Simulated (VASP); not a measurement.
# C62N (a cell with a defect) in VASP: settings compared

Aim: see how the results for C62N (a cell with a defect) move with the level of theory and the settings. Levels: PBE, HSE06. Tasks: hyperfine couplings.

Everything below comes from runs of VASP 6.6.1. Logs are shortened: lines on timing, memory, paths and dates and some standing lists are left out, and cuts for length are marked.

### Step 1. Starting point

The cell holds a defect, 63 atoms: a = 7.144 Å, b = 7.144 Å, c = 7.144 Å, α = 90.00°, β = 90.00°, γ = 90.00°.

The cell was built by a generator and needn't be a form met in nature.

### Step 2. Hyperfine couplings, PBE, collinear spin, ferromagnetic start

File INCAR:

```
SYSTEM = C62N
ALGO = Normal
EDIFF = 1E-7
ENCUT = 420
GGA = PE
ISIF = 2
ISMEAR = 0
ISPIN = 2
ISYM = 0
LASPH = .TRUE.
LCHARG = .FALSE.
LDMATRIX = .TRUE.
LEFG = .TRUE.
LHYPERFINE = .TRUE.
LORBIT = 11
LREAL = .FALSE.
LWAVE = .FALSE.
MAGMOM = 0 0 0 0 0 0 0 0 0 0 0 0 0 0 0 0 0 0 0 0 0 0 0 0 0 0 0.66 0 0 0 0 0 0 0 0 0 0 0 0 0 0 0 0 0 0.66 0 0 0 0 0 0 0 0 0 0.66 0 0 0 0 0 0 0 0
NCORE = 4
NELECT = 254
NELM = 100
NGYROMAG = 3.0777 10.7084
NUPDOWN = 2
PREC = Accurate
QUAD_EFG = 20.44 0
SIGMA = 0.01
```

File KPOINTS:

```
k-points
0
G
  2 2 2
  0 0 0
```

File POSCAR:

```
C62N                                    
1.0
    7.1440000000      0.0000000000      0.0000000000
    0.0000000000      7.1440000000      0.0000000000
    0.0000000000      0.0000000000      7.1440000000
  N               C             
     1    62
Direct
     0.1360959471689384    0.1360959561600459    0.1360959606941838
     0.0057344852256111    0.2496638311504283    0.2496638236462532
     0.1253175389284083    0.3764635728803357    0.3764635728567607
     0.2496638321788625    0.0057344881658951    0.2496638339053383
     0.3764635834205963    0.1253175458652817    0.3764635852737306
     0.2496638304399088    0.2496638396491346    0.0057344869731819
     0.3764635768234710    0.3764635793297409    0.1253175422003180
     0.9998580989902536    0.9998581049887300    0.4998737265562598
     0.1244535485910993    0.1244535411862488    0.6260933014437404
     0.9985137740762913    0.2472051210019012    0.7519823760895015
     0.1237378312941233    0.3727683316259052    0.8771620984175106
     0.2472051129092271    0.9985137719420865    0.7519823779888350
     0.3727683409699320    0.1237378233939028    0.8771620964312937
     0.2500465492356773    0.2500465548230681    0.5012957371089036
     0.3748406126258449    0.3748406044136783    0.6258979802200767
     0.9998581073585739    0.4998737390534355    0.9998581112709695
     0.1244535324421981    0.6260932868183270    0.1244535277483264
     0.9985137736903340    0.7519823690835882    0.2472051158662769
     0.1237378314033771    0.8771620968276300    0.3727683335237412
     0.2500465455084299    0.5012957384134010    0.2500465473937318
     0.3748406029653413    0.6258979771372708    0.3748406019133375
     0.2472051192021359    0.7519823621289784    0.9985137669121331
     0.3727683404804285    0.8771620958792329    0.1237378281286536
     0.0000423314341535    0.4999715064370847    0.4999715066263638
     0.1239638543328802    0.6240453354076867    0.6240453375001341
     0.0006124106094771    0.7503983724319796    0.7503983640871004
     0.1300524857591317    0.8662967686731537    0.8662967691336183
     0.2496004729420817    0.4991032723632932    0.7510634025729654
     0.3751777848135348    0.6244330058225093    0.8756812991193198
     0.2496004615524357    0.7510634055184610    0.4991032680904143
     0.3751777826553394    0.8756812978326717    0.6244330076362571
     0.4998737263084020    0.9998581021558033    0.9998580989032162
     0.6260932960381738    0.1244535423911338    0.1244535439098222
     0.5012957336127821    0.2500465565238444    0.2500465537851875
     0.6258979797319933    0.3748406060901314    0.3748406145869839
     0.7519823760094305    0.9985137717104485    0.2472051123588752
     0.8771620939339676    0.1237378222630127    0.3727683369236284
     0.7519823656681776    0.2472051225074872    0.9985137664987015
     0.8771620930104048    0.3727683376352916    0.1237378292988931
     0.4999715039827473    0.0000423306109064    0.4999715096283081
     0.6240453458391096    0.1239638505888871    0.6240453440320536
     0.4991032551697111    0.2496004719546596    0.7510633942763418
     0.6244330086627493    0.3751777853316284    0.8756813038019844
     0.7503983775293720    0.0006124115527342    0.7503983737875748
     0.8662967752506963    0.1300524757433299    0.8662967780584504
     0.7510633925903772    0.2496004733742658    0.4991032574888081
     0.8756812988964803    0.3751777821394022    0.6244330064554293
     0.4999715059352781    0.4999715103575270    0.0000423376664284
     0.6240453364528097    0.6240453338998339    0.1239638513373895
     0.4991032631347093    0.7510634049773001    0.2496004582172606
     0.6244330083410066    0.8756813009397901    0.3751777852579542
     0.7510633999672363    0.4991032703876330    0.2496004729918544
     0.8756812956733008    0.6244330043764089    0.3751777835387772
     0.7503983655458087    0.7503983710278805    0.0006124068063914
     0.8662967634263944    0.8662967651137949    0.1300524808233560
     0.5001362430420865    0.5001362313190471    0.5001362417882458
     0.6250677091054717    0.6250677118964508    0.6250677064687710
     0.4997273623174462    0.7501016043430411    0.7501015998847264
     0.6251175593711967    0.8749171210323815    0.8749171219262115
     0.7501016039681615    0.4997273600613257    0.7501016002111558
     0.8749171347551077    0.6251175498182622    0.8749171293140379
     0.7501016035899760    0.7501016036765623    0.4997273581700780
     0.8749171231113374    0.8749171177947079    0.6251175544738730
```

Potentials or basis: VASP PAW PBE potentials, release 64 (N, C).

Launch:

```bash
$ cat potpaw_PBE.64/N/POTCAR potpaw_PBE.64/C/POTCAR > POTCAR
$ mpirun -np 8 vasp_std > vasp.out
```

OUTCAR:

```text
SYSTEM = C62N
   EDIFF = 1E-7
   ENCUT = 420
   GGA = PE
   ISIF = 2
   ISMEAR = 0
   ISPIN = 2
   ISYM = 0
   LASPH = .TRUE.
   LORBIT = 11
   LREAL = .FALSE.
   NELECT = 254
   NELM = 100
   NUPDOWN = 2
   PREC = Accurate

 ion  position               nearest neighbor table
   1  0.136  0.136  0.136-   2 1.48   4 1.48   6 1.48
   2  0.006  0.250  0.250-   1 1.48   3 1.54  39 1.56  37 1.56
   3  0.125  0.376  0.376-  24 1.54   2 1.54  14 1.55  20 1.55
   4  0.250  0.006  0.250-   1 1.48   5 1.54  19 1.56  23 1.56
   5  0.376  0.125  0.376-  40 1.54   4 1.54  34 1.55  14 1.55
   6  0.250  0.250  0.006-   1 1.48   7 1.54  11 1.56  13 1.56
   7  0.376  0.376  0.125-  48 1.54   6 1.54  34 1.55  20 1.55
[... 42 lines left out ...]
  50  0.499  0.751  0.250-  21 1.55  51 1.55  49 1.56  23 1.56
  51  0.624  0.876  0.375-  40 1.54  50 1.55  62 1.55  36 1.56
  52  0.751  0.499  0.250-  35 1.55  53 1.55  49 1.56  39 1.56
  53  0.876  0.624  0.375-  24 1.54  52 1.55  62 1.55  18 1.56
  54  0.750  0.750  0.001-  55 1.49  59 1.55  61 1.55  49 1.55
  55  0.866  0.866  0.130-  54 1.49  36 1.50  18 1.50
  56  0.500  0.500  0.500-  57 1.55  35 1.55  15 1.55  21 1.55
  57  0.625  0.625  0.625-  56 1.55  58 1.55  62 1.55  60 1.55
  58  0.500  0.750  0.750-  59 1.55  57 1.55  31 1.55  29 1.55
  59  0.625  0.875  0.875-  58 1.55  32 1.55  54 1.55  44 1.55
  60  0.750  0.500  0.750-  61 1.55  57 1.55  47 1.55  43 1.55
  61  0.875  0.625  0.875-  60 1.55  16 1.55  26 1.55  54 1.55
  62  0.750  0.750  0.500-  63 1.55  57 1.55  51 1.55  53 1.55
  63  0.875  0.875  0.625-  62 1.55   8 1.55  26 1.55  44 1.55

IMPORTANT INFORMATION: All symmetrisations will be switched off!
NOSYMM: (Re-)initialisation of all symmetry stuff for point group C_1.

----------------------------------------------------------------------------------------

                                     Primitive cell

  volume of cell :     364.6064

  direct lattice vectors                    reciprocal lattice vectors
     7.144000000  0.000000000  0.000000000     0.139977604  0.000000000  0.000000000
     0.000000000  7.144000000  0.000000000     0.000000000  0.139977604  0.000000000
     0.000000000  0.000000000  7.144000000     0.000000000  0.000000000  0.139977604

  length of vectors
     7.144000000  7.144000000  7.144000000     0.139977604  0.139977604  0.139977604

  position of ions in fractional coordinates (direct lattice)
     0.136095947  0.136095956  0.136095961
     0.005734485  0.249663831  0.249663824
     0.125317539  0.376463573  0.376463573
     0.249663832  0.005734488  0.249663834
     0.376463583  0.125317546  0.376463585
     0.249663830  0.249663840  0.005734487
[... 55 lines left out ...]
     0.750101604  0.750101604  0.499727358
     0.874917123  0.874917118  0.625117554

  ion indices of the primitive-cell ions
   primitive index   ion index
                 1           1
                 2           2
                 3           3
                 4           4
                 5           5
                 6           6
[... 55 lines left out ...]
                62          62
                63          63

----------------------------------------------------------------------------------------

 KPOINTS: k-points

Automatic generation of k-mesh.
 Grid dimensions read from file:
[... 2553 lines left out ...]

 Electric field gradients after diagonalization (V/A^2)
 (convention: |V_zz| > |V_xx| > |V_yy|)
----------------------------------------------------------------------
 ion       V_xx      V_yy      V_zz     asymmetry (V_yy - V_xx)/ V_zz
----------------------------------------------------------------------
   1      70.604    70.604  -141.208       0.000
   2      -8.934    -8.472    17.406       0.027
   3       2.956     0.368    -3.324       0.779
   4      -8.934    -8.472    17.406       0.027
   5       2.956     0.368    -3.324       0.779
   6      -8.934    -8.472    17.406       0.027
[... 55 lines left out ...]
  62       1.018     0.597    -1.615       0.261
  63      -1.171    -0.992     2.163       0.083
----------------------------------------------------------------------

           NMR quadrupolar parameters

 Cq : quadrupolar parameter    Cq=e*Q*V_zz/h
 eta: asymmetry parameters     (V_yy - V_xx)/ V_zz
 Q  : nuclear electric quadrupole moment in mb (millibarn)
----------------------------------------------------------------------
 ion       Cq(MHz)       eta       Q (mb)
----------------------------------------------------------------------
   1      -6.979       0.000      20.440
   2       0.000       0.027       0.000
   3       0.000       0.779       0.000
   4       0.000       0.027       0.000
   5       0.000       0.779       0.000
   6       0.000       0.027       0.000
[... 55 lines left out ...]
  62       0.000       0.261       0.000
  63       0.000       0.083       0.000
----------------------------------------------------------------------

 Fermi contact (isotropic) hyperfine coupling parameter (MHz)
 -------------------------------------------------------------
  ion      A_pw      A_1PS     A_1AE     A_1c      A_tot
 -------------------------------------------------------------
   1       0.077     0.075    -1.701    -0.216    -1.699
   2       0.080     0.081     0.505    -0.142     0.504
   3       0.125     0.126     0.739    -0.221     0.738
   4       0.080     0.081     0.505    -0.142     0.504
   5       0.125     0.126     0.739    -0.221     0.738
   6       0.080     0.081     0.505    -0.142     0.504
[... 55 lines left out ...]
  62      -0.106    -0.107    -1.378     0.143    -1.377
  63       0.555     0.559     5.082    -0.877     5.077
 -------------------------------------------------------------

 Dipolar hyperfine coupling parameters (MHz)
 ---------------------------------------------------------------------
  ion      A_xx      A_yy      A_zz      A_xy      A_xz      A_yz
 ---------------------------------------------------------------------
   1      -0.000    -0.000     0.000     0.224     0.224     0.224
   2      -0.416     0.208     0.208     0.029     0.029     0.627
   3      -0.268     0.134     0.134    -0.113    -0.113     0.204
   4       0.208    -0.416     0.208     0.029     0.627     0.029
   5       0.134    -0.268     0.134    -0.113     0.204    -0.113
   6       0.208     0.208    -0.416     0.627     0.029     0.029
[... 55 lines left out ...]
  62      -0.229    -0.229     0.459     0.020    -0.054    -0.054
  63      -0.354    -0.354     0.709    -0.599     0.433     0.433
 ---------------------------------------------------------------------

 Total hyperfine coupling parameters after diagonalization (MHz)
 (convention: |A_zz| > |A_xx| > |A_yy|)
 ----------------------------------------------------------------------
  ion      A_xx      A_yy      A_zz     asymmetry (A_yy - A_xx)/ A_zz
 ----------------------------------------------------------------------
   1      -1.923    -1.251    -1.923      -0.349
   2       0.086     0.085     1.341      -0.001
   3       0.668     0.431     1.116      -0.213
   4       0.086     0.085     1.341      -0.001
   5       0.668     0.431     1.116      -0.213
   6       0.086     0.085     1.341      -0.001
[... 55 lines left out ...]
  62      -1.595    -0.910    -1.627      -0.421
  63       5.322     3.923     5.987      -0.234
 ---------------------------------------------------------------------

 Spin-spin contribution to zero-field splitting tensor (MHz)
 ---------------------------------------------------------------
      D_xx      D_yy      D_zz      D_xy      D_xz      D_yz
 ---------------------------------------------------------------
     -0.001    -0.001     0.001   955.781   955.782   955.781
 ---------------------------------------------------------------

 after diagonalization
 ---------------------------------------------
     D_diag          eigenvector (x,y,z)
 ---------------------------------------------
   -955.781      -0.268    -0.534     0.802
   -955.782      -0.771     0.618     0.154
   1911.563      -0.577    -0.577    -0.577
---------------------------------------------

 total charge

# of ion       s       p       d       tot
------------------------------------------
    1        1.219   2.658   0.000   3.878
    2        0.827   1.714   0.000   2.541
    3        0.836   1.760   0.000   2.596
    4        0.827   1.714   0.000   2.541
    5        0.836   1.760   0.000   2.596
    6        0.827   1.714   0.000   2.541
[... 55 lines left out ...]
   62        0.832   1.748   0.000   2.580
   63        0.833   1.747   0.000   2.580
--------------------------------------------------
tot         52.875 110.901   0.000 163.776

 magnetization (x)

# of ion       s       p       d       tot
------------------------------------------
    1       -0.001   0.004   0.000   0.003
    2        0.000   0.001   0.000   0.001
    3        0.000   0.002   0.000   0.002
    4        0.000   0.001   0.000   0.001
    5        0.000   0.002   0.000   0.002
    6        0.000   0.001   0.000   0.001
[... 55 lines left out ...]
   62       -0.000  -0.002   0.000  -0.002
   63        0.001   0.008   0.000   0.010
--------------------------------------------------
tot          0.165   1.086   0.000   1.251
```

Wall time 33 min (8 MPI ranks of Intel Xeon Platinum 8488C (Sapphire Rapids), shared host); peak memory 0.19 GiB.

What came out:

- Free energy: -555.2844 eV
- Largest force: 0.009 eV/Å
- Net moment: 2.00 μB per cell
- Site moments: N +0.00; C +0.00, -0.00, +0.01, -0.01, +0.02, +0.33 μB
- Valence electrons inside the program's atomic spheres: N 3.88; C 2.54, 2.60, 2.59, 2.58, 2.57

Forces in eV/Å, atoms in the order of the input:
```
N    0.002  0.002  0.002
C    0.001  0.000  0.000
C    0.002 -0.001 -0.001
C    0.000  0.001  0.000
C   -0.001  0.002 -0.001
C    0.000  0.000  0.001
C   -0.001 -0.001  0.002
C    0.000  0.000  0.001
C    0.000  0.000 -0.001
C   -0.002 -0.004  0.002
C    0.002  0.000  0.002
C   -0.004 -0.002  0.002
C    0.000  0.002  0.002
C   -0.003 -0.003  0.001
C   -0.004 -0.004  0.001
C    0.000  0.001  0.000
C    0.000 -0.001  0.000
C   -0.002  0.002 -0.004
C    0.002  0.002  0.000
C   -0.003  0.001 -0.003
C   -0.004  0.001 -0.004
C   -0.004  0.002 -0.002
C    0.000  0.002  0.002
C   -0.002  0.000  0.000
C    0.009  0.001  0.001
C    0.000 -0.001 -0.001
C   -0.001  0.003  0.003
C   -0.005  0.002  0.005
C   -0.003 -0.001 -0.005
C   -0.005  0.005  0.002
C   -0.003 -0.005 -0.001
C    0.001  0.000  0.000
C   -0.001  0.000  0.000
C    0.001 -0.003 -0.003
C    0.001 -0.004 -0.004
C    0.002 -0.002 -0.004
C    0.002  0.002  0.000
C    0.002 -0.004 -0.002
C    0.002  0.000  0.002
C    0.000 -0.002  0.000
C    0.001  0.009  0.001
C    0.002 -0.005  0.005
C   -0.001 -0.003 -0.005
C   -0.001  0.000 -0.001
C    0.003 -0.001  0.003
C    0.005 -0.005  0.002
C   -0.005 -0.003 -0.001
C    0.000  0.000 -0.002
C    0.001  0.001  0.009
C    0.002  0.005 -0.005
C   -0.001 -0.005 -0.003
C    0.005  0.002 -0.005
C   -0.005 -0.001 -0.003
C   -0.001 -0.001  0.000
C    0.003  0.003 -0.001
C    0.002  0.002  0.002
C    0.001  0.001  0.001
C    0.001  0.003  0.003
C   -0.002  0.001  0.001
C    0.003  0.001  0.003
C    0.001 -0.002  0.001
C    0.003  0.003  0.001
C    0.001  0.001 -0.002
```

Electric field gradients, principal values (V/Å²):
```csv
atom,Vxx,Vyy,Vzz
1 N,70.604,70.604,-141.208
2 C,-8.472,-8.934,17.406
3 C,0.368,2.956,-3.324
4 C,-8.472,-8.934,17.406
5 C,0.368,2.956,-3.324
6 C,-8.472,-8.934,17.406
7 C,0.368,2.956,-3.324
8 C,-0.040,-0.539,0.579
9 C,-1.236,-1.594,2.830
10 C,2.734,6.583,-9.317
11 C,0.120,3.078,-3.198
12 C,2.734,6.583,-9.317
13 C,0.120,3.078,-3.198
14 C,0.247,0.864,-1.111
15 C,-0.652,-0.839,1.491
16 C,-0.040,-0.539,0.579
17 C,-1.237,-1.594,2.830
18 C,2.734,6.583,-9.317
19 C,0.120,3.078,-3.198
20 C,0.247,0.864,-1.111
21 C,-0.652,-0.839,1.491
22 C,2.734,6.583,-9.317
23 C,0.120,3.078,-3.198
24 C,0.383,0.793,-1.176
25 C,0.088,3.632,-3.720
26 C,3.408,6.727,-10.135
27 C,7.956,10.098,-18.054
28 C,-0.269,-1.211,1.480
29 C,0.549,1.519,-2.068
30 C,-0.269,-1.211,1.480
31 C,0.549,1.519,-2.068
32 C,-0.040,-0.539,0.579
33 C,-1.236,-1.594,2.830
34 C,0.247,0.864,-1.111
35 C,-0.652,-0.839,1.491
36 C,2.734,6.583,-9.317
37 C,0.120,3.078,-3.198
38 C,2.734,6.583,-9.317
39 C,0.120,3.078,-3.198
40 C,0.383,0.793,-1.176
41 C,0.088,3.632,-3.720
42 C,-0.269,-1.211,1.480
43 C,0.549,1.519,-2.068
44 C,3.408,6.727,-10.135
45 C,7.956,10.098,-18.054
46 C,-0.269,-1.211,1.480
47 C,0.549,1.519,-2.068
48 C,0.383,0.793,-1.176
49 C,0.088,3.632,-3.720
50 C,-0.269,-1.211,1.480
51 C,0.549,1.519,-2.068
52 C,-0.269,-1.211,1.480
53 C,0.549,1.519,-2.068
54 C,3.408,6.727,-10.135
55 C,7.956,10.098,-18.054
56 C,0.552,0.552,-1.104
57 C,-0.417,-0.417,0.835
58 C,0.597,1.018,-1.615
59 C,-0.992,-1.171,2.163
60 C,0.597,1.018,-1.615
61 C,-0.992,-1.171,2.163
62 C,0.597,1.018,-1.615
63 C,-0.992,-1.171,2.163
```

Hyperfine coupling, principal values (MHz):
| atom | values |
| --- | --- |
| 1 N | -1.9, -1.3, -1.9 |
| 2 C | 0.1, 0.1, 1.3 |
| 3 C | 0.7, 0.4, 1.1 |
| 4 C | 0.1, 0.1, 1.3 |
| 5 C | 0.7, 0.4, 1.1 |
| 6 C | 0.1, 0.1, 1.3 |
| 7 C | 0.7, 0.4, 1.1 |
| 8 C | -1.7, -0.3, -1.9 |
| 9 C | 3.6, 2.4, 3.6 |
| 10 C | -5.1, -2.4, -5.6 |
| 11 C | 4.0, 3.6, 5.6 |
| 12 C | -5.1, -2.4, -5.6 |
| 13 C | 4.0, 3.6, 5.6 |
| 14 C | -0.9, -0.8, -1.0 |
| 15 C | 2.0, 1.9, 2.4 |
| 16 C | -1.7, -0.3, -1.9 |
| 17 C | 3.6, 2.4, 3.6 |
| 18 C | -5.1, -2.4, -5.6 |
| 19 C | 4.0, 3.6, 5.6 |
| 20 C | -0.9, -0.8, -1.0 |
| 21 C | 2.0, 1.9, 2.4 |
| 22 C | -5.1, -2.4, -5.6 |
| 23 C | 4.0, 3.6, 5.6 |
| 24 C | 7.6, 6.8, 8.4 |
| 25 C | 12.5, 12.5, 17.8 |
| 26 C | -8.8, -6.8, -9.1 |
| 27 C | 118.4, 118.3, 197.3 |
| 28 C | -1.2, -0.6, -1.4 |
| 29 C | 15.2, 14.9, 20.5 |
| 30 C | -1.2, -0.6, -1.4 |
| 31 C | 15.2, 14.9, 20.5 |
| 32 C | -1.7, -0.3, -1.9 |
| 33 C | 3.6, 2.4, 3.6 |
| 34 C | -0.9, -0.8, -1.0 |
| 35 C | 2.0, 1.9, 2.4 |
| 36 C | -5.1, -2.4, -5.6 |
| 37 C | 4.0, 3.6, 5.6 |
| 38 C | -5.1, -2.4, -5.6 |
| 39 C | 4.0, 3.6, 5.6 |
| 40 C | 7.6, 6.8, 8.4 |
| 41 C | 12.5, 12.5, 17.8 |
| 42 C | -1.2, -0.6, -1.4 |
| 43 C | 15.2, 14.9, 20.5 |
| 44 C | -8.8, -6.8, -9.1 |
| 45 C | 118.4, 118.3, 197.3 |
| 46 C | -1.2, -0.6, -1.4 |
| 47 C | 15.2, 14.9, 20.5 |
| 48 C | 7.6, 6.8, 8.4 |
| 49 C | 12.5, 12.5, 17.8 |
| 50 C | -1.2, -0.6, -1.4 |
| 51 C | 15.2, 14.9, 20.5 |
| 52 C | -1.2, -0.6, -1.4 |
| 53 C | 15.2, 14.9, 20.5 |
| 54 C | -8.8, -6.8, -9.1 |
| 55 C | 118.4, 118.3, 197.3 |
| 56 C | 0.0, 0.0, -0.2 |
| 57 C | 2.0, 1.7, 2.0 |
| 58 C | -1.6, -0.9, -1.6 |
| 59 C | 5.3, 3.9, 6.0 |
| 60 C | -1.6, -0.9, -1.6 |
| 61 C | 5.3, 3.9, 6.0 |
| 62 C | -1.6, -0.9, -1.6 |
| 63 C | 5.3, 3.9, 6.0 |

Caveat: the k mesh is coarse (spacing up to 0.44 Å⁻¹), so the values aren't converged; the cell carries a net charge on a neutralising background, which shifts energy and pressure; the cell is charged against a uniform background, so pressure and absolute levels hang on convention; the total moment is fixed, so each spin has its own Fermi level.

[end of part 1 of 2]
